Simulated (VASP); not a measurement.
A run of VASP 6.6.1 is set up as follows.

The input INCAR:

```
PREC = Accurate
ENCUT = 600
EDIFF = 1E-7
ISMEAR = 0
SIGMA = 0.03
LREAL = F
LASPH = T
NELM = 80
ALGO = Normal
ISIF = 3
LWAVE = F
LCHARG = F
GGA = PE
IBRION = 2
NSW = 90
EDIFFG = -0.005
```

The input KPOINTS:

```
regular mesh
0
Gamma
  8 8 8
```

File POSCAR:

```
CdS                                     
1.0
    0.0000000000      2.9680225755      2.9680225755
    2.9680225755      0.0000000000      2.9680225755
    2.9680225755      2.9680225755     -0.0000000000
  Cd              S             
     1     1
Direct
     0.0000000000000000    0.0000000000000000    0.0000000000000000
     0.2500000000000000    0.2500000000000000    0.2500000000000000
```

Potentials or basis: VASP PAW PBE potentials, release 64 (Cd, S).

Launch:

```sh
$ cat potpaw_PBE.64/Cd/POTCAR potpaw_PBE.64/S/POTCAR > POTCAR
$ mpirun -np 1 vasp_std > vasp.out
```

Task: What does it give for the band gap on the k mesh?

Result: 1.03 eV, direct.

Final structure:
```
Cd S
1.0
     0.00000    2.96802    2.96802
     2.96802    0.00000    2.96802
     2.96802    2.96802    0.00000
Cd S
1 1
Cartesian
  0.0000 0.0000 0.0000
  1.4840 1.4840 1.4840
```

Caveat: the relaxation stopped at its first step, so nothing moved. PBE gaps usually lie below the measured ones, often by a third to a half.
